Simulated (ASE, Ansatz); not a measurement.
**CdS(110) slab, H on both faces (210 atoms): support functions against a reference**

Wanted: errors and times of a linear-scaling basis for CdS(110) slab, H on both faces (210 atoms). A setting counts as converged where the r.m.s. difference of forces stays under 1 % of the r.m.s. force.

Method: Kohn-Sham DFT, PBE, PAW (set soft_2), plane waves, in Ansatz 0.2.0.

**1. Set-up**

The cell holds 210 atoms: 75 Cd, 75 S and 60 H. Cell: a = 20.570 Å, b = 17.454 Å, c = 23.004 Å, α = 90.0°, β = 90.0°, γ = 90.0°. It derives from CdS (zinc-blende). Zinc-blende CdS (a = 5.818 Å), (110) slab of 5 atomic planes, 5 x 3 surface cells, H on the broken bonds of both faces, 12 Å of vacuum; displaced by a Gaussian of 0.02 Å. Regions: slab, 150 atoms (75 Cd and 75 S); hydrogen, 60 atoms (60 H). Vacuum lies along c.

Before any run, some limits are plain. Caps of real hydrogen don't mimic the fractional bonds of a polar compound, so surface states and strained caps may belong to the model. Beside vacuum, support functions can miss their usual error bounds without a warning. The Brillouin zone is sampled at Γ only, in a cell whose shortest periodic width is 17 Å.

**2. Plane-wave single point**

This run is the reference for what follows, at a cutoff of 420 eV.

input.yaml reads:

```yaml
crystal:
  lattice:
    - [20.56974, 0.0, 0.0]
    - [0.0, 17.454, 0.0]
    - [0.0, 0.0, 23.00398]
  atoms:
    - { symbol: Cd, position: [0.89885, 0.18151, 0.32058] }
    - { symbol: S, position: [0.00035, 0.09863, 0.32264] }
    - { symbol: Cd, position: [0.00013, 0.01224, 0.40957] }
    - { symbol: S, position: [0.90043, 0.26482, 0.41148] }
    - { symbol: Cd, position: [0.90053, 0.18002, 0.5012] }
    - { symbol: S, position: [0.00163, 0.09915, 0.49938] }
    - { symbol: Cd, position: [0.00062, 0.01297, 0.59] }
    - { symbol: S, position: [0.89988, 0.26374, 0.58923] }
    - { symbol: Cd, position: [0.90082, 0.18074, 0.67906] }
    - { symbol: S, position: [0.99969, 0.09826, 0.67775] }
    - { symbol: Cd, position: [0.09719, 0.1781, 0.32155] }
    - { symbol: S, position: [0.19836, 0.09758, 0.32019] }
    - { symbol: Cd, position: [0.19824, 0.01489, 0.4103] }
    - { symbol: S, position: [0.09972, 0.26405, 0.41117] }
    - { symbol: Cd, position: [0.09988, 0.18085, 0.49767] }
    - { symbol: S, position: [0.19751, 0.09755, 0.50035] }
    - { symbol: Cd, position: [0.20021, 0.01244, 0.58806] }
    - { symbol: S, position: [0.10051, 0.26396, 0.58883] }
    - { symbol: Cd, position: [0.10072, 0.17919, 0.67871] }
    - { symbol: S, position: [0.19941, 0.09559, 0.67878] }
    - { symbol: Cd, position: [0.89961, 0.51407, 0.3208] }
    - { symbol: S, position: [0.0013, 0.431, 0.32165] }
    - { symbol: Cd, position: [0.99961, 0.34839, 0.40793] }
    - { symbol: S, position: [0.89902, 0.59741, 0.41112] }
    - { symbol: Cd, position: [0.89986, 0.51319, 0.50083] }
    - { symbol: S, position: [0.99938, 0.4289, 0.50017] }
    - { symbol: Cd, position: [0.99971, 0.34671, 0.58882] }
    - { symbol: S, position: [0.89984, 0.59645, 0.58805] }
    - { symbol: Cd, position: [0.90169, 0.51487, 0.67816] }
    - { symbol: S, position: [0.9993, 0.43243, 0.67728] }
    - { symbol: Cd, position: [0.30166, 0.18081, 0.32079] }
    - { symbol: S, position: [0.4001, 0.09714, 0.31962] }
    [... 172 atom lines left out ...]
    - { symbol: H, position: [0.49976, 0.90313, 0.73847] }
    - { symbol: H, position: [0.60097, 0.71892, 0.72715] }
    - { symbol: H, position: [0.69979, 0.90427, 0.2601] }
    - { symbol: H, position: [0.79767, 0.72024, 0.27309] }
    - { symbol: H, position: [0.69924, 0.90308, 0.7403] }
    - { symbol: H, position: [0.80015, 0.71956, 0.72415] }
kpoints:
  mp_grid: { grid: [1, 1, 1] }
hamiltonian:
  xc: pbe
scf:
  occupations: { method: fermi_dirac, width: 0.025 }
output:
  forces: true
  populations: true
  dos:
    method: { smearing: { sigma: 0.08 } }
    de: 0.1
    projected:
      site_lists:
        Cd: [Cd]
        H: [H]
        S: [S]
        hydrogen: [150, 151, 152, 153, 154, 155, 156, 157, 158, 159, 160, 161, 162, 163, 164, 165, 166, 167, 168, 169, 170, 171, 172, 173, 174, 175, 176, 177, 178, 179, 180, 181, 182, 183, 184, 185, 186, 187, 188, 189, 190, 191, 192, 193, 194, 195, 196, 197, 198, 199, 200, 201, 202, 203, 204, 205, 206, 207, 208, 209]
  eigenvalues: true
```

Started as:

```bash
$ ansatz run input.yaml --threads 32 --pin off --max-ram 92160MiB --backend cuda --events-out ev --progress --plain --runs-dir out --max-vram 78GiB
```

Numbers of over 12 decimals in the logs are rounded to 6 here.

Log:

```text
Engine: ansatz 0.2.0, aarch64-unknown-linux-gnu
Pseudopotentials: kind: paw
Pseudopotential: Cd, paw, valence charge 20, recommended cutoff 420 eV (normal), Cd.paw.azcp
Pseudopotential: S, paw, valence charge 6, recommended cutoff 420 eV (normal), S.paw.azcp
Pseudopotential: H, paw, valence charge 1, recommended cutoff 420 eV (normal), H.paw.azcp
[... 5 lines on functional and potentials left out ...]
device memory: the entry about to start is reckoned to put 21.5 GiB on a device that reports 156.2 GiB free (of which the cap on the GPU budget leaves the run 78.0 GiB)
GPU FFT provider: cuFFT
GPU libraries: cuBLAS 13.8.1, cuFFT 12.4.0, cuSOLVER 12.3.2
GPU matrix products: emulated (plane waves: as basis.precision tells), large ones in fixed point in workspaces of 1.00 GiB
Crystal: 210 atoms, lattice volume = 8258.986 Å³
Basis set: ecut = 420 eV, 161475 PW (Γ), exchange–correlation on 288×240×320 points (8 copies of the dense FFT grid, shifted against one another)
Bands: 1215, of which v1, the nominal top of the filled ones, is band 1005 counted from 1 (1004 counted from 0)
Symmetry: 1 space group operations
Space group: P1 (ITA 1), of the structure as read, at distance tolerance 2.0e-4 Å
k-points: 1
[... 7 lines on functional and potentials left out ...]
Initial density: superposition of atomic densities (neutral atoms: chi_scale 0, normalization atom), corrected by the library's trained network
Initial wavefunctions: pseudopotential atomic-orbital guess
GPU buffer pool allocated for 2764800 grid points (all kernels)
GPU transforms: local potential and band sums: pruned to the plane-wave sphere, on 144×120×160
Functional: x = pbe(κ = 0.804, μ = 0.219515), c = pbe(β = 0.066725)
SCF iter   1: F=—  HF=-687743.229218 eV  |F-HF|=—  |Δ(HF+E_count)|=         —  Δρ=1.63e-3  dr2=1.19e0  ethr=1.77e-3  ⟨swp⟩=7.0  Hψ=4976  notcnv=0  defer=130
preconditioner: auto → Resta (q_TF=auto, 2.156 Å⁻¹)  ε∞=2.9  [insulator: Δε(μ)=1.791 eV  Ē_g=11.153 eV  σ=0.025 eV  W_gap=1.00  n_scr=1366 (ndim 8)  ℏωp=15.3 eV  f_vac=0.496  D(μ)=0.00/eV (n_scr^D=0)  ε∞_Penn≈2.9  vacuum switching on, ρ_ref=9.0e-3 e/Å³]
SCF iter   2: F=—  HF=-687742.965231 eV  |F-HF|=—  |Δ(HF+E_count)|=   2.64e-1  Δρ=9.00e-4  dr2=1.08e-1  ethr=5.93e-5  ⟨swp⟩=3.0  Hψ=1579  notcnv=0  defer=205
SCF iter   3: F=—  HF=-687742.996697 eV  |F-HF|=—  |Δ(HF+E_count)|=   3.15e-2  Δρ=4.07e-4  dr2=1.78e-2  ethr=5.37e-6  ⟨swp⟩=2.0  Hψ=1409  notcnv=0  defer=205
SCF iter   4: F=—  HF=-687743.024949 eV  |F-HF|=—  |Δ(HF+E_count)|=   2.83e-2  Δρ=9.17e-5  dr2=9.96e-4  ethr=8.86e-7  ⟨swp⟩=2.0  Hψ=1715  notcnv=0  defer=205
SCF iter   5: F=—  HF=-687742.979636 eV  |F-HF|=—  |Δ(HF+E_count)|=   4.53e-2  Δρ=3.06e-5  dr2=1.04e-4  ethr=4.96e-8  ⟨swp⟩=2.0  Hψ=1714  notcnv=0  defer=205
SCF iter   6: F=—  HF=-687743.059798 eV  |F-HF|=—  |Δ(HF+E_count)|=   8.02e-2  Δρ=1.29e-5  dr2=2.17e-5  ethr=5.16e-9  ⟨swp⟩=2.0  Hψ=1811  notcnv=0  defer=205
SCF iter   7: F=—  HF=-687743.058682 eV  |F-HF|=—  |Δ(HF+E_count)|=   1.12e-3  Δρ=3.75e-6  dr2=1.52e-6  ethr=1.08e-9  ⟨swp⟩=2.0  Hψ=1937  notcnv=0  defer=205
SCF iter   8: F=—  HF=-687743.058683 eV  |F-HF|=—  |Δ(HF+E_count)|=   1.65e-6  Δρ=1.30e-6  dr2=2.05e-7  ethr=7.57e-11  ⟨swp⟩=2.0  Hψ=1768  notcnv=0  defer=205
SCF iter   9: F=-687743.058684 eV  HF=-687743.058684 eV  |F-HF|=7.68e-9  |Δ(HF+E_count)|=   1.08e-7  Δρ=3.20e-7  dr2=1.33e-8  ethr=4.98e-12  ⟨swp⟩=22.0  Hψ=7540  notcnv=0
SCF 1 converged in 9 iterations: F = -687743.058684 eV  dr2 = 1.33e-8
  greatest PAW one-centre occupation: 1.000 electrons in one spin orbital (limit 2), on the Cd atom at site 110 (counted from 0), in its partial waves of l = 0
SCF converged after 9 iterations
Free energy (F): -687743.058684 eV
Harris-Foulkes:  -687743.058684 eV  (|F-HF|=7.68e-9)
Internal energy: -687743.058684 eV  (E = F + TS)
E sigma→0 (E₀):  -687743.058684 eV
Fermi energy:    0.996848 eV
--- Per-component energies (eV) ---
  E_band       = -52056.146904
  E_kinetic    = 46723.457027
  E_local      = -1457733.240284  (includes V_loc(G=0)·N_el)
  E_nonlocal   = 4722.717654
  E_hartree    = 709494.934868
  E_xc         = -21083.498933
  E_vxc        = -23880.925283  (∫ρ·V_xc dr)
  E_paw        = -351281.837769  (= ΣΔE_a)
  E_vpaw       = -40877.989821  (= ΣTr[D̂ρ^β])
  E_aug_tail   = -0.067939  (compensation charges beyond the density's cutoff)
  E_ewald      = 381414.476692
  E_smearing   = -0.000000  (= −TS)
  E_closure    = -0.000000  (closes the sum)
  Σ components = -687743.058684   (vs F -687743.058684, Δ=0.00e0)
--- Forces (eV/Å), atoms counted from 1 ---
[... 210 lines of forces left out ...]
  max |Σ_I F_I| component: 3.65e-5 eV/Å
--- Band table (eV) ---
[... left out ...]
--- Löwdin populations: 210 sites ---
  site symbol       q [e]
[... 210 lines, one an atom, left out ...]
  spilling = 0.008529 (of n_electrons = 2010.000000)
```

Run time: 5.6 s. Hardware: 1 × NVIDIA GB200 with 32 threads of Arm Neoverse V2, shared host; peak memory 2.4 GiB; 20 s of CPU time.

That memory is the host's; the program planned up to 21.5 GiB on the GPU. Forces of this run were stored rounded, and per-atom blocks of the log weren't kept.

Read from the output:

* free energy: -687743.0587 eV
* free energy per atom: -3274.9669 eV/atom
* SCF cycles: 9
* r.m.s. force component: 0.4614 eV/Å
* longest force: 2.138 eV/Å
* Fermi energy: 0.9968 eV
* gap (highest filled to lowest empty level): 1.66 eV
* spilling of the projection: 0.008529

Length of the force by element:

```
element  coordination  atoms  mean length of the force (eV/Å)  spread   least  most
     Cd           all     75                            0.691   0.369   0.188  1.75
      H           all     60                            0.656   0.445  0.0452  2.06
      S           all     75                            0.681   0.456   0.115  2.14
```

Löwdin charges by element (they lack the spilled electrons, 0.082 e an atom on average):

```
element  coordination  atoms  mean charge (e)  spread   least    most
     Cd           all     75             1.25  0.0291    1.20    1.28
      H           all     60           -0.147   0.347  -0.504   0.203
      S           all     75           -0.905   0.228   -1.10  -0.617
```

By region:

```
  region  atoms  mean length of the force (eV/Å)
    slab    150                            0.686
hydrogen     60                            0.656
```

States in the cell by windows of 1 eV, zero at the Fermi level; some projections on atomic orbitals stand beside the total:

```
from (eV)  to (eV)  total   Cd d    S p  Cd s   H s
      -10       -9    1.4    1.3    0.1   0.0   0.0
       -9       -8  633.2  591.8   29.8   2.5   5.9
       -8       -7  115.3  109.3    1.6   0.7   0.6
       -7       -6   57.5    9.0   28.7   6.3   8.9
       -6       -5   51.6    2.1   32.0  13.9   1.9
       -5       -4   65.1    4.3   39.8  14.3   2.4
       -4       -3   92.8    5.9   75.3   3.8   2.3
       -3       -2  151.5    9.6  128.4   3.1   3.5
       -2       -1   65.0    4.1   35.9   2.4  19.4
       -1        0   26.6    1.5    8.3   1.2  14.2
        0        1    2.0    0.0    0.2   1.0   0.3
        1        2   12.6    0.0    2.2   6.0   1.0
        2        3   66.1    0.1   10.1  23.2   6.4
        3        4  108.4    0.3   20.9  26.1  14.4
```

The curve was stored every 0.10 eV, coarse against its broadening of 0.08 eV, so these counts are rough.

Between -26 and -10 eV lie 150 more states.

The stored curve holds about 1410 of the 2010 electrons; the rest, give or take the few that broadening carries across the Fermi level, lie in deeper levels below its range.

Not all projections were asked for or kept, so they needn't add up to the total.

The levels nearest the highest filled one (over half full), pooled over k-points and spins:

```
level less the highest filled one (eV)  occupation
                                -0.122           2
                                -0.106           2
                                -0.102           2
                                -0.044           2
                               -0.0167           2
                                     0           2
                                  1.66           0
                                  2.37           0
                                  2.39           0
                                  2.41           0
                                  2.42           0
                                  2.66           0
```

Mean Löwdin charges: Cd +1.25, H -0.15, S -0.91 e (they miss 0.85 % of the electrons, so they add up to more than the cell's charge).

**3. Distances and neighbours**

These statistics describe the geometry on which the runs were made.

Normalised to the volume that the atoms fill. Pair distribution functions g(r), in bins of 0.2 Å:

```
r (Å)  total  Cd-Cd   Cd-S  Cd-H   S-S   S-H   H-H
 1.20   0.16   0.00   0.00  0.00  0.00  0.77  0.00
 1.40   1.25   0.00   0.00  0.00  0.00  6.12  0.00
 1.60   0.39   0.00   0.00  1.93  0.00  0.00  0.00
 1.80   0.48   0.00   0.00  2.37  0.00  0.00  0.00
 2.00   0.00   0.00   0.00  0.00  0.00  0.00  0.00
 2.20   0.00   0.00   0.00  0.00  0.00  0.00  0.00
 2.40   0.94   0.00   3.69  0.00  0.00  0.00  0.00
 2.60   2.66   0.00  10.45  0.00  0.00  0.00  0.00
 2.80   0.00   0.00   0.00  0.00  0.00  0.00  0.00
 3.00   0.00   0.00   0.00  0.00  0.00  0.00  0.00
 3.20   0.76   0.00   0.00  3.61  0.00  0.00  0.29
 3.40   0.96   0.00   0.00  0.00  0.00  2.56  5.29
 3.60   0.11   0.00   0.00  0.00  0.00  0.54  0.00
 3.80   0.35   0.00   0.00  0.00  0.00  0.00  4.27
 4.00   1.24   4.37   0.00  0.00  4.41  0.00  1.44
 4.20   3.23   9.74   0.00  0.86  9.72  1.92  2.24
 4.40   1.04   0.00   0.00  2.95  0.00  2.15  0.00
 4.60   0.01   0.00   0.00  0.06  0.00  0.00  0.00
 4.80   2.49   0.00   9.78  0.00  0.00  0.00  0.00
 5.00   0.12   0.00   0.07  0.49  0.00  0.00  0.00
 5.20   0.52   0.00   0.00  0.90  0.00  1.65  0.00
 5.40   0.21   0.00   0.00  0.01  0.00  1.02  0.00
 5.60   0.24   0.00   0.00  1.20  0.00  0.00  0.00
 5.80   0.98   3.23   0.00  0.00  3.23  0.00  1.84
 6.00   0.21   0.00   0.00  1.03  0.00  0.00  0.00
 6.20   0.12   0.00   0.44  0.00  0.00  0.02  0.00
 6.40   1.47   0.00   4.76  0.32  0.00  0.90  0.00
 6.60   0.56   0.00   0.00  1.31  0.00  1.16  0.63
```

Bonds by pair of elements; cutoffs follow the first minimum of g(r), held within bounds set by covalent radii, and pairs that aren't listed don't count as bonded:

```
pair A-B  cutoff (Å)  bonds  mean length (Å)  spread (Å)  shortest (Å)  B about A  A about B
    Cd-S        2.98    270             2.52       0.031          2.43        3.6        3.6
    Cd-H        2.12     30              1.7       0.026          1.64        0.4        0.5
     S-H         1.7     30             1.34       0.035          1.28        0.4        0.5
```

How many atoms have how many bonded neighbours:

```
element  mean   1   4
     Cd     4   0  75
      H     1  60   0
      S     4   0  75
```

Bond angles (no mean is given where the spread exceeds 20°):

```
  angle  count  mean (°)  spread (°)
Cd-S-Cd    360       110         1.1
 S-Cd-S    360       110         1.1
 Cd-S-H     90       109         1.7
 H-Cd-S     90       110         1.3
```

For some of the pairs, g(r) has its first main peak near 4.12 Å (Cd-Cd), 2.52 Å (Cd-S), 1.70 Å (Cd-H), 4.11 Å (S-S), 1.34 Å (S-H) and 3.34 Å (H-H). Counting bonds as in the table, all Cd atoms have 4, all H atoms have 1 and all S atoms have 4 bonded neighbours. The Cd-S-Cd angle averages 110° with a spread of 1.1°.

[end of part 1 of 2]

[Logs are printed without paths, hosts, clocks, repeated set-up lines and the standing remarks that a program may print on its own settings, such as how far it seeks lower states.]

[Hosts, paths, dates, database ids (printed as entryN), source tags and the programs' standing remarks are cut or masked in the printed files.]
